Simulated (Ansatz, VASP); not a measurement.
# Sb in VASP and in Ansatz

POSCAR

```
Sb
1.0
    3.1600000000      0.0000000000      0.0000000000
    0.0000000000      3.1600000000      0.0000000000
    0.0000000000      0.0000000000      3.1600000000
Sb
1
Direct
    0.0000000000      0.0000000000      0.0000000000
```

Contents of INCAR.step1:

```
PREC = Accurate ; ENCUT = 520
EDIFF = 1E-5 ; ISMEAR = -1
SIGMA = 0.05 ; LREAL = False
LASPH = True ; NELM = 100
ALGO = Normal ; ISIF = 2
LWAVE = True ; LCHARG = False
NBANDS = 8 ; GGA = PE
```

Contents of INCAR.step2:

```
PREC = Accurate ; ENCUT = 520
EDIFF = 1E-6 ; ISMEAR = -1
SIGMA = 0.05 ; LREAL = False
LASPH = True ; NELM = 100
ALGO = Normal ; ISIF = 2
LWAVE = False ; LCHARG = False
METAGGA = R2SCAN ; LHFCALC = True
AEXX = 0.5 ; LMIXTAU = True
PRECFOCK = Normal ; NBANDS = 8
ISTART = 1
```

The input KPOINTS:

```
Automatic mesh
0
Gamma
  4 4 4
```

Contents of input:

```
crystal:
  lattice:
    - [3.16, 0.0, 0.0]
    - [0.0, 3.16, 0.0]
    - [0.0, 0.0, 3.16]
  atoms:
    - { symbol: Sb, position: [0.0, 0.0, 0.0] }
hamiltonian:
  xc: r2scan50
  pseudopotentials: { kind: paw }
kpoints:
  mp_grid: { grid: [4, 4, 4] }
scf:
  occupations: { method: fermi_dirac, width: 0.05 }
output:
  forces: true
  stress: true
  eigenvalues: true
  write_density: true
  write_potential: true
  elf: true
  volumetric_format: npy
```

This isn't the form of Sb at room conditions, which is rhombohedral.

Alike in both runs: task single point; functional r2SCAN50; k mesh 4 × 4 × 4; occupations fermi-dirac, width 0.05 eV; no spin polarisation.

|  | VASP | Ansatz |
| --- | --- | --- |
| version | VASP 6.6.1 | Ansatz 0.2.0 |
| potentials or method | VASP PAW PBE potentials, release 64 (Sb) | Ansatz PAW |
| plane-wave cutoff (eV) | 520 | 500 |
| valence electrons in the cell | 5 | 15 |

Ansatz gave:

```
gap on the k mesh at the Fermi level (eV) : none
pressure (GPa)                            : -7.9
```

Task: Which values does VASP return?

Result: gap on the k mesh at the Fermi level (eV): none; pressure (GPa): -11.4.

A gap of «none» marks a metal or a gap that the smearing closes. The functional is the same, so the differences come from potentials, cutoffs and numerics. The two sets of potentials don't hold the same shells in valence.

Caveats: the k mesh is coarse (spacing up to 0.50 Å⁻¹), so the values aren't converged, least of all with exact exchange; the PAW data sets were made with another functional, which shifts forces and pressure a little (VASP); the PAW data sets come from PBE, with cores solved anew for the run's functional, which leaves a small shift of forces and pressure (Ansatz); the thresholds are loose for stress (Ansatz). The runs have no spin-orbit coupling, so splittings on Sb are missing.
